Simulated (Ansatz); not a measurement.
# CdSe (Cadmoselite) (P6_3mc) in Ansatz: notebook

The runs below take CdSe (Cadmoselite) through relaxation of cell and atoms, with PBEsol.

All numbers are computed with Ansatz 0.2.0; they aren't measurements. Logs are shortened: lines on timing, memory, paths and dates and some standing lists are left out, and cuts for length are marked.

### 1 Starting point

It takes space group P6_3mc (No. 186, hexagonal). Conventional cell: a = 4.300 Å, b = 4.300 Å, c = 7.020 Å, α = 90.00°, β = 90.00°, γ = 120.00°. Around Cd (site symmetry 3m) lie 4 Se at 2.61 to 2.70 Å. Se (site symmetry 3m) has 4 Cd at 2.61 to 2.70 Å as nearest neighbours.

### 2 Relaxation of cell and atoms, PBEsol

Input file input.yaml:

```yaml
crystal:
  lattice:
    - [4.3, 0.0, 0.0]
    - [-2.15, 3.7239092363, 0.0]
    - [0.0, 0.0, 7.02]
  atoms:
    - { symbol: Cd, position: [0.6666666667, 0.3333333333, 0.5] }
    - { symbol: Cd, position: [0.3333333333, 0.6666666667, 0.0] }
    - { symbol: Se, position: [0.6666666667, 0.3333333333, 0.885] }
    - { symbol: Se, position: [0.3333333333, 0.6666666667, 0.385] }
kpoints:
  mp_grid: { grid: [7, 7, 4] }
scf:
  occupations: { method: fermi_dirac, width: 0.05 }
hamiltonian:
  xc: pbesol
  pseudopotentials: { kind: all_electron, lapw: { basis_error: 0.002 } }
output:
  forces: true
  stress: true
relax:
  f_tol: 0.01
  max_steps: 60
  cell: {}
```

Potentials or basis: all-electron LAPW, scalar-relativistic.

On the command line:

```bash
ansatz run input.yaml --threads 2 --pin off --max-ram 8192MiB --backend cpu --events-out ev --progress --plain --runs-dir out
```

The program printed:

```text
Warning: RAYON_NUM_THREADS=2 ignored (pool sized by the plan → 2); use --threads N
The last accepted step is kept in <dir> (removed where the run ends without a failure and the disk answers)
LAPW: plane waves up to 8.543 Å⁻¹, error target 2.0e-3 eV per atom; small_component_spin mean_spin; Se in spheres of 1.217 Å, 24 of its electrons in bands, Dirac shells []; Cd in spheres of 1.315 Å, 20 of its electrons in bands, Dirac shells [] (how accurate: hamiltonian.pseudopotentials.lapw.basis_error, Limitations)
Engine: ansatz 0.2.0, aarch64-unknown-linux-gnu
Pseudopotentials: kind: all_electron
Pseudopotential: Cd, LAPW, valence charge 20, lapw/all_electron/scalar/gaussian/Cd, Koelling and Harmon's equation, gaussian nucleus
Pseudopotential: Se, LAPW, valence charge 24, lapw/all_electron/scalar/gaussian/Se, Koelling and Harmon's equation, gaussian nucleus
Functional definition: PBEsol
  exchange = pbesol_x
  correlation = pbesol_c
Crystal: 4 atoms, lattice volume = 112.410 Å³
Basis set: ecut = 278.06876963231963 eV, 1165 PW (Γ), exchange–correlation at level 2
Bands: 53, of which v1, the nominal top of the filled ones, is band 44 counted from 1 (43 counted from 0)
Symmetry: 12 space group operations
Space group: P63mc (ITA 186), of the structure as read, at distance tolerance 4.8e-5 Å
k-points: 24 of 196 (time reversal used)
Non-local potential: Cd, projectors of the file, none
Non-local potential: Se, projectors of the file, none
Initial density: superposition of atomic densities (chi_scale 0.1, normalization cell, long waves kept (reshape's long-wave potential 0.00 eV rms))
Initial wavefunctions: plane waves of lowest kinetic energy (no species holds an atomic orbital)
Functional: x = pbesol(κ = 0.804, μ = 0.12345679012345678), c = pbesol(β = 0.046)
iter 1 solved again at ethr=2.15e-3 eV; its pass at ethr=1.00e-1 eV (dr2=1.89e0 eV) is discarded
SCF iter   1: F=—  HF=-436494.737046 eV  |F-HF|=—  |Δ(HF+E_count)|=         —  Δρ=2.84e-2  dr2=1.89e0  ethr=2.15e-3  ⟨swp⟩=2.0  Hψ=7857  notcnv=0
preconditioner: auto → Resta (q_TF=auto, 2.619 Å⁻¹)  ε∞=4.0  [insulator: Δε(μ)=1.016 eV  Ē_g=12.043 eV  σ=0.050 eV  W_gap=1.00  n_scr=34 (ndim 8)  ℏωp=21.0 eV  f_vac=0.219  D(μ)=0.00/eV (n_scr^D=0)  ε∞_Penn≈4.0]
SCF iter   2: F=—  HF=-436494.105463 eV  |F-HF|=—  |Δ(HF+E_count)|=   6.32e-1  Δρ=1.30e-2  dr2=3.64e-1  ethr=2.15e-3  ⟨swp⟩=2.0  Hψ=3865  notcnv=0
SCF iter   3: F=—  HF=-436494.029069 eV  |F-HF|=—  |Δ(HF+E_count)|=   7.64e-2  Δρ=6.53e-3  dr2=9.10e-2  ethr=4.13e-4  ⟨swp⟩=2.0  Hψ=3845  notcnv=0
iter 4 solved again at ethr=4.53e-6 eV; its pass at ethr=1.03e-4 eV (dr2=3.98e-3 eV) is discarded
SCF iter   4: F=—  HF=-436494.008491 eV  |F-HF|=—  |Δ(HF+E_count)|=   2.06e-2  Δρ=1.75e-3  dr2=3.97e-3  ethr=4.53e-6  ⟨swp⟩=2.0  Hψ=6444  notcnv=0
SCF iter   5: F=—  HF=-436494.008872 eV  |F-HF|=—  |Δ(HF+E_count)|=   3.80e-4  Δρ=4.24e-4  dr2=2.06e-4  ethr=4.51e-6  ⟨swp⟩=2.1  Hψ=3640  notcnv=0
SCF iter   6: F=—  HF=-436494.009113 eV  |F-HF|=—  |Δ(HF+E_count)|=   2.42e-4  Δρ=1.75e-4  dr2=5.33e-5  ethr=2.34e-7  ⟨swp⟩=3.0  Hψ=3740  notcnv=0
SCF iter   7: F=—  HF=-436494.009186 eV  |F-HF|=—  |Δ(HF+E_count)|=   7.27e-5  Δρ=7.84e-5  dr2=1.21e-5  ethr=6.06e-8  ⟨swp⟩=3.0  Hψ=3791  notcnv=0
SCF iter   8: F=—  HF=-436494.009222 eV  |F-HF|=—  |Δ(HF+E_count)|=   3.61e-5  Δρ=1.89e-5  dr2=8.48e-7  ethr=1.38e-8  ⟨swp⟩=3.0  Hψ=3893  notcnv=0
SCF iter   9: F=-436494.009224 eV  HF=-436494.009224 eV  |F-HF|=9.49e-9  |Δ(HF+E_count)|=   1.40e-6  Δρ=6.04e-6  dr2=8.79e-8  ethr=9.64e-10  ⟨swp⟩=3.0  Hψ=3865  notcnv=0
SCF 1 converged in 9 iterations: F = -436494.009224 eV  dr2 = 8.79e-8
relax step   1: F+E_penalty+E_count = -436494.00922362 eV  Δ(F+E_penalty+E_count) = +0.000e0 eV  max|allowed force component| = 2.651e-1 eV/Å  Δτ_max = 0.0000 Å  P = +0.177 GPa  Ω = 112.410 Å³  (9 SCF iters, accepted)
Crystal: 4 atoms, lattice volume = 112.402 Å³
Basis set: ecut = 278.08196088788156 eV, 1165 PW (Γ), exchange–correlation at level 2
Initial density: handed on by an earlier stage of this run
Initial wavefunctions: those handed on with the density
iter 1 solved again at ethr=4.31e-6 eV; its pass at ethr=1.00e-1 eV (dr2=3.79e-3 eV) is discarded
SCF iter   1: F=—  HF=-436494.027905 eV  |F-HF|=—  |Δ(HF+E_count)|=         —  Δρ=1.35e-3  dr2=3.48e-3  ethr=4.31e-6  ⟨swp⟩=3.6  Hψ=7434  notcnv=0
preconditioner: auto → Resta (q_TF=auto, 2.619 Å⁻¹)  ε∞=3.8  [insulator: Δε(μ)=0.551 eV  Ē_g=12.450 eV  σ=0.050 eV  W_gap=0.99  n_scr=34 (ndim 8)  ℏωp=21.0 eV  f_vac=0.243  D(μ)=0.00/eV (n_scr^D=0)  ε∞_Penn≈3.8]
SCF iter   2: F=—  HF=-436494.027198 eV  |F-HF|=—  |Δ(HF+E_count)|=   7.07e-4  Δρ=7.53e-4  dr2=1.07e-3  ethr=3.96e-6  ⟨swp⟩=2.0  Hψ=3637  notcnv=0
iter 3 solved again at ethr=5.59e-8 eV; its pass at ethr=1.21e-6 eV (dr2=4.92e-5 eV) is discarded
SCF iter   3: F=—  HF=-436494.027005 eV  |F-HF|=—  |Δ(HF+E_count)|=   1.93e-4  Δρ=1.69e-4  dr2=4.90e-5  ethr=5.59e-8  ⟨swp⟩=2.0  Hψ=6230  notcnv=0
SCF iter   4: F=—  HF=-436494.027005 eV  |F-HF|=—  |Δ(HF+E_count)|=   3.36e-8  Δρ=4.34e-5  dr2=3.32e-6  ethr=5.57e-8  ⟨swp⟩=2.0  Hψ=3637  notcnv=0
SCF iter   5: F=—  HF=-436494.027005 eV  |F-HF|=—  |Δ(HF+E_count)|=   3.61e-7  Δρ=2.34e-5  dr2=8.96e-7  ethr=3.77e-9  ⟨swp⟩=3.0  Hψ=3870  notcnv=0
SCF iter   6: F=—  HF=-436494.027005 eV  |F-HF|=—  |Δ(HF+E_count)|=   1.68e-7  Δρ=1.14e-5  dr2=2.17e-7  ethr=1.02e-9  ⟨swp⟩=3.0  Hψ=3706  notcnv=0
SCF iter   7: F=-436494.027005 eV  HF=-436494.027005 eV  |F-HF|=1.79e-8  |Δ(HF+E_count)|=   3.21e-7  Δρ=2.45e-6  dr2=1.14e-8  ethr=2.46e-10  ⟨swp⟩=3.0  Hψ=3801  notcnv=0
SCF 2 converged in 7 iterations: F = -436494.027005 eV  dr2 = 1.14e-8
relax step   2: F+E_penalty+E_count = -436494.02700520 eV  Δ(F+E_penalty+E_count) = -1.778e-2 eV  max|allowed force component| = 3.876e-3 eV/Å  Δτ_max = 0.0276 Å  P = +0.084 GPa  Ω = 112.402 Å³  (7 SCF iters, accepted)
Crystal: 4 atoms, lattice volume = 112.693 Å³
Basis set: ecut = 277.60292244874205 eV, 1165 PW (Γ), exchange–correlation at level 2
iter 1 solved again at ethr=8.13e-8 eV; its pass at ethr=1.00e-1 eV (dr2=7.16e-5 eV) is discarded
SCF iter   1: F=—  HF=-436494.027552 eV  |F-HF|=—  |Δ(HF+E_count)|=         —  Δρ=1.95e-4  dr2=8.39e-5  ethr=8.13e-8  ⟨swp⟩=5.2  Hψ=7985  notcnv=0
preconditioner: auto → Resta (q_TF=auto, 2.618 Å⁻¹)  ε∞=3.8  [insulator: Δε(μ)=0.540 eV  Ē_g=12.437 eV  σ=0.050 eV  W_gap=0.99  n_scr=34 (ndim 8)  ℏωp=21.0 eV  f_vac=0.244  D(μ)=0.00/eV (n_scr^D=0)  ε∞_Penn≈3.8]
SCF iter   2: F=—  HF=-436494.027536 eV  |F-HF|=—  |Δ(HF+E_count)|=   1.65e-5  Δρ=1.16e-4  dr2=2.98e-5  ethr=8.13e-8  ⟨swp⟩=2.0  Hψ=3637  notcnv=0
iter 3 solved again at ethr=2.22e-9 eV; its pass at ethr=3.39e-8 eV (dr2=1.95e-6 eV) is discarded
SCF iter   3: F=—  HF=-436494.027530 eV  |F-HF|=—  |Δ(HF+E_count)|=   5.07e-6  Δρ=2.75e-5  dr2=1.95e-6  ethr=2.22e-9  ⟨swp⟩=2.0  Hψ=6299  notcnv=0
SCF iter   4: F=—  HF=-436494.027530 eV  |F-HF|=—  |Δ(HF+E_count)|=   2.99e-8  Δρ=8.77e-6  dr2=1.03e-7  ethr=2.22e-9  ⟨swp⟩=2.8  Hψ=3673  notcnv=0
SCF iter   5: F=-436494.027531 eV  HF=-436494.027531 eV  |F-HF|=5.06e-9  |Δ(HF+E_count)|=   9.06e-8  Δρ=2.69e-6  dr2=1.16e-8  ethr=1.17e-10  ⟨swp⟩=3.0  Hψ=3760  notcnv=0
SCF 3 converged in 5 iterations: F = -436494.027531 eV  dr2 = 1.16e-8
relax step   3: F+E_penalty+E_count = -436494.02753058 eV  Δ(F+E_penalty+E_count) = -5.254e-4 eV  max|allowed force component| = 1.686e-3 eV/Å  Δτ_max = 0.0042 Å  P = -0.052 GPa  Ω = 112.693 Å³  (5 SCF iters, accepted)
Crystal: 4 atoms, lattice volume = 112.542 Å³
Basis set: ecut = 277.8511754583785 eV, 1165 PW (Γ), exchange–correlation at level 2
iter 1 solved again at ethr=3.40e-8 eV; its pass at ethr=1.00e-1 eV (dr2=2.99e-5 eV) is discarded
SCF iter   1: F=—  HF=-436494.027553 eV  |F-HF|=—  |Δ(HF+E_count)|=         —  Δρ=4.04e-5  dr2=3.39e-6  ethr=3.40e-8  ⟨swp⟩=4.4  Hψ=7586  notcnv=0
preconditioner: auto → Resta (q_TF=auto, 2.619 Å⁻¹)  ε∞=3.8  [insulator: Δε(μ)=0.538 eV  Ē_g=12.443 eV  σ=0.050 eV  W_gap=0.99  n_scr=34 (ndim 8)  ℏωp=21.0 eV  f_vac=0.244  D(μ)=0.00/eV (n_scr^D=0)  ε∞_Penn≈3.8]
SCF iter   2: F=—  HF=-436494.027552 eV  |F-HF|=—  |Δ(HF+E_count)|=   6.89e-7  Δρ=2.53e-5  dr2=1.33e-6  ethr=3.86e-9  ⟨swp⟩=2.0  Hψ=3637  notcnv=0
iter 3 solved again at ethr=7.38e-11 eV; its pass at ethr=1.52e-9 eV (dr2=6.49e-8 eV) is discarded
SCF iter   3: F=-436494.027552 eV  HF=-436494.027552 eV  |F-HF|=9.95e-9  |Δ(HF+E_count)|=   1.19e-7  Δρ=5.39e-6  dr2=6.47e-8  ethr=7.38e-11  ⟨swp⟩=2.0  Hψ=6233  notcnv=0
SCF 4 converged in 3 iterations: F = -436494.027552 eV  dr2 = 6.47e-8
relax step   4: F+E_penalty+E_count = -436494.02755185 eV  Δ(F+E_penalty+E_count) = -2.126e-5 eV  max|allowed force component| = 9.022e-4 eV/Å  Δτ_max = 0.0011 Å  P = +0.017 GPa  Ω = 112.542 Å³  (3 SCF iters, accepted)
iter 1 solved again at ethr=7.17e-11 eV; its pass at ethr=1.00e-1 eV (dr2=6.31e-8 eV) is discarded
SCF iter   1: F=—  HF=-436494.027552 eV  |F-HF|=—  |Δ(HF+E_count)|=         —  Δρ=5.33e-6  dr2=6.30e-8  ethr=7.17e-11  ⟨swp⟩=3.5  Hψ=5820  notcnv=0
SCF iter   2: F=-436494.027552 eV  HF=-436494.027552 eV  |F-HF|=1.27e-8  |Δ(HF+E_count)|=   2.12e-7  Δρ=3.81e-6  dr2=3.19e-8  ethr=7.16e-11  ⟨swp⟩=2.0  Hψ=3637  notcnv=0
SCF 5 converged in 2 iterations: F = -436494.027552 eV  dr2 = 3.19e-8
relax step   5: F+E_penalty+E_count = -436494.02755180 eV  Δ(F+E_penalty+E_count) = +4.371e-8 eV  max|allowed force component| = 8.926e-4 eV/Å  Δτ_max = 0.0000 Å  P = +0.017 GPa  Ω = 112.542 Å³  stress off target by 1.92e-2 GPa  SCF on the basis re-selected at this cell (its energy is not comparable with the rows above)  (2 SCF iters)
basis re-selected at this cell: Δ(F+E_penalty+E_count) = +4.371e-8 eV, ΔP = +0.000 GPa vs the last step (what re-selecting the basis moved, after the strain that the cell walked since its last selection, with what the two solves' SCF thresholds leave and, on support functions, any second-order correction that the steps lacked; it is no measure of the basis error at this ecutwfc). This SCF's stress stands 1.92e-2 GPa from its target on what of the cell is left free (relax.cell.stress_tol is 5.00e-2 GPa) and its largest allowed force component is 8.93e-4 eV/Å (relax.f_tol is 1.00e-2 eV/Å): within both
SCF converged after 2 iterations
Free energy (F): -436494.027552 eV
Harris-Foulkes:  -436494.027552 eV  (|F-HF|=1.27e-8)
Internal energy: -436494.027495 eV  (E = F + TS)
E sigma→0 (E₀):  -436494.027524 eV
Entropy (-TS):   -0.000056 eV (-0.014 meV/atom)
Fermi energy:    8.337373 eV
--- Per-component energies (eV) ---
  E_band       = -4192.522940
  E_kinetic    = 454062.173025
  E_xc         = -12977.075431
  E_electrostatic = -877579.125090  (all electrons and nuclei)
  E_smearing   = -0.000056  (= −TS)
  E_closure    = 0.000000  (closes the sum)
  E_atoms      = -436481.675030  (free atoms, spherical and without spin; not in F)
  Σ components = -436494.027552   (vs F -436494.027552, Δ=0.00e0)
  Basis errors (estimates in eV, not in F): energy 8.3e-4 per atom: plane waves 7.9e-4 (4.8e-4 summed), levels above the bands 1.2e-70, relativity 3.7e-8, radial functions 4.0e-5, core shells 2.2e-6; eigenvalues (radial functions only) 6.3e-7; not estimated: angular momenta, meshes, grids; target (lapw.basis_error) 2.0e-3; muffin-tin radii Se 1.218 Å, Cd 1.315 Å
--- Forces (eV/Å), atoms counted from 1 ---
  atom   1  Cd     0.00000000     0.00000000    -0.00090130
  atom   2  Cd    -0.00000000    -0.00000000    -0.00090130
  atom   3  Se     0.00000000     0.00000000     0.00088399
  atom   4  Se    -0.00000000    -0.00000000     0.00088399
  max |Σ_I F_I| component: 3.46e-5 eV/Å
--- Stress (GPa, compression-positive) ---
        0.019206       0.000000       0.000000
        0.000000       0.019206       0.000000
        0.000000       0.000000       0.013187
  P = ⅓ Tr σ = 0.0172 GPa (0.172 kbar)
--- Relaxed structure (4 steps of the walk, 4 accepted, 1 SCFs on fresh bases) ---
  F+E_penalty+E_count = -436494.02755180 eV   max|allowed force component| = 8.926e-4 eV/Å   (the final SCF, on the basis selected at the relaxed cell)
  cell:  # Å, volume = 112.5420 Å³
    - [4.3018898718823335, -3.3175244203427905e-33, 3.431921814147715e-34]
    - [-2.1509449359411668, 3.725545913333085, -1.7159609070738575e-34]
    - [3.968658423439033e-34, 7.470415855885239e-34, 7.022074164255577]
  atoms:
    - { symbol: Cd, position: [0.6666666666666666, 0.3333333333333333, 0.5046798636631527] }
    - { symbol: Cd, position: [0.3333333333333333, 0.6666666666666666, 0.004679863663152552] }
    - { symbol: Se, position: [0.6666666666666666, 0.3333333333333333, 0.8803201363368477] }
    - { symbol: Se, position: [0.3333333333333333, 0.6666666666666666, 0.3803201363368474] }
```

It took 94 s on 2 threads of Arm Neoverse V2, shared host; peak memory 0.48 GiB.

Results:

```
Free energy                            : -436494.0276 eV
Relaxed volume                         : 28.14 Å³/atom
Relaxed cell                           : a = 4.302 Å, b = 4.302 Å, c = 7.022 Å, α = 90.00°, β = 90.00°, γ = 120.00°
Space group after relaxing (to 0.05 Å) : P6_3mc (No. 186)
Energy gained by relaxing              : 4.6 meV/atom
Ionic steps                            : 5
Pressure after relaxing                : 0.0 GPa
Band gap on the k mesh                 : 0.54 eV
```

The path:
```csv
step,energy change (eV),largest force (eV/Å),volume (Å³)
1,0.0000,0.2651,112.41
2,-0.0178,0.0039,112.40
3,-0.0183,0.0017,112.69
4,-0.0183,0.0009,112.54
5,-0.0183,0.0009,112.54
```

Final structure:
```xyz
4
Lattice="4.3019 0.0000 0.0000 -2.1509 3.7255 0.0000 0.0000 0.0000 7.0221" Properties=species:S:1:pos:R:3 pbc="T T T"
Cd    2.1509    1.2418    3.5439
Cd    0.0000    2.4837    0.0329
Se    2.1509    1.2418    6.1817
Se    0.0000    2.4837    2.6706
```

Caveat: an odd mesh through Γ misses points on the zone boundary, where band edges often lie.

### 3 Relaxation of cell and atoms, PBEsol, target pressure 5 GPa, at which the enthalpy is minimised

Changes to input.yaml since step 2:

```diff
@@ -23,2 +23,2 @@
   max_steps: 60
-  cell: {}
+  cell: { p_target: 5 }
```

Potentials or basis: all-electron LAPW, scalar-relativistic.

On the command line:

```bash
ansatz run input.yaml --threads 2 --pin off --max-ram 8192MiB --backend cpu --events-out ev --progress --plain --runs-dir out
```

It took 1.8 min on 2 threads of Arm Neoverse V2, shared host; peak memory 0.49 GiB.

The run converged. Its results:

```yaml
Free_energy: -436493.9037 eV
Relaxed_volume: 25.99 Å³/atom
Relaxed_cell: a = 4.186 Å, b = 4.186 Å, c = 6.853 Å, α = 90.00°, β = 90.00°, γ = 120.00°
Space_group_after_relaxing_to_0.05_Å: P6_3mc (No. 186)
Energy_change_on_relaxing_the_enthalpy_is_what_falls: +26.4 meV/atom
Ionic_steps: 5
Pressure_after_relaxing: 5.0 GPa
Largest_force_after_relaxing: 0.008 eV/Å
Band_gap_on_the_k_mesh: 0.69 eV
```

Forces on the atoms (eV/Å):
```
Cd   0.000  0.000 -0.008
Cd   0.000  0.000 -0.008
Se   0.000  0.000  0.008
Se   0.000  0.000  0.008
```

The path:
```tsv
step	energy change (eV)	largest force (eV/Å)	volume (Å³)
1	0.0000	0.2651	112.41
2	0.2752	0.1862	99.96
3	0.0890	0.0809	104.56
4	0.1055	0.0081	103.97
5	0.1055	0.0081	103.97
```

Final structure:
```yaml
crystal:
  lattice:
    - [4.18552, 0.00000, 0.00000]
    - [-2.09276, 3.62477, 0.00000]
    - [0.00000, 0.00000, 6.85282]
  atoms:
    - { symbol: Cd, position: [0.66667, 0.33333, 0.50526] }
    - { symbol: Cd, position: [0.33333, 0.66667, 0.00526] }
    - { symbol: Se, position: [0.66667, 0.33333, 0.87974] }
    - { symbol: Se, position: [0.33333, 0.66667, 0.37974] }
```

Caveat: an odd mesh through Γ misses points on the zone boundary, where band edges often lie.

### 4 Relaxation of cell and atoms, PBEsol, target pressure 10 GPa, at which the enthalpy is minimised

Changes to input.yaml since step 3:

```diff
@@ -23,2 +23,2 @@
   max_steps: 60
-  cell: { p_target: 5 }
+  cell: { p_target: 10 }
```

On the command line:

```bash
ansatz run input.yaml --threads 2 --pin off --max-ram 8192MiB --backend cpu --events-out ev --progress --plain --runs-dir out
```

Wall time 2 min (2 threads of Arm Neoverse V2, shared host); peak memory 0.49 GiB.

The run converged. Its results:

```yaml
Free_energy: -436493.6265 eV
Relaxed_volume: 24.48 Å³/atom
Relaxed_cell: a = 4.098 Å, b = 4.098 Å, c = 6.734 Å, α = 90.00°, β = 90.00°, γ = 120.00°
Space_group_after_relaxing_to_0.05_Å: P6_3mc (No. 186)
Energy_change_on_relaxing_the_enthalpy_is_what_falls: +95.7 meV/atom
Ionic_steps: 6
Pressure_after_relaxing: 10.0 GPa
Band_gap_on_the_k_mesh: 0.80 eV
```

The path:
```tsv
step	energy change (eV)	largest force (eV/Å)	volume (Å³)
1	0.0000	0.2651	112.41
2	0.3467	0.0391	98.55
3	0.3872	0.0069	97.86
4	0.3844	0.0024	97.90
5	0.3828	0.0003	97.93
6	0.3828	0.0003	97.93
```

Final structure:
```yaml
crystal:
  lattice:
    - [4.09784, 0.00000, 0.00000]
    - [-2.04892, 3.54883, 0.00000]
    - [0.00000, 0.00000, 6.73392]
  atoms:
    - { symbol: Cd, position: [0.66667, 0.33333, 0.50577] }
    - { symbol: Cd, position: [0.33333, 0.66667, 0.00577] }
    - { symbol: Se, position: [0.66667, 0.33333, 0.87923] }
    - { symbol: Se, position: [0.33333, 0.66667, 0.37923] }
```

Caveat: an odd mesh through Γ misses points on the zone boundary, where band edges often lie.

### 5 The runs side by side

```tsv
cell	gap on the mesh (eV)	pressure (GPa)
relaxed	0.54	0.0
relaxed to 5 GPa	0.69	5.0
relaxed to 10 GPa	0.80	10.0
```

Alike in all rows: task relaxation of cell and atoms; level PBEsol; potentials or basis all-electron LAPW, scalar-relativistic; no spin polarisation; k mesh 7 × 7 × 4; smearing fermi-dirac 0.05 eV; basis error allowed 0.002 eV/atom.

Caveats: an odd mesh through Γ misses points on the zone boundary, where band edges often lie.

Compare energies only between runs with the same functional and basis.
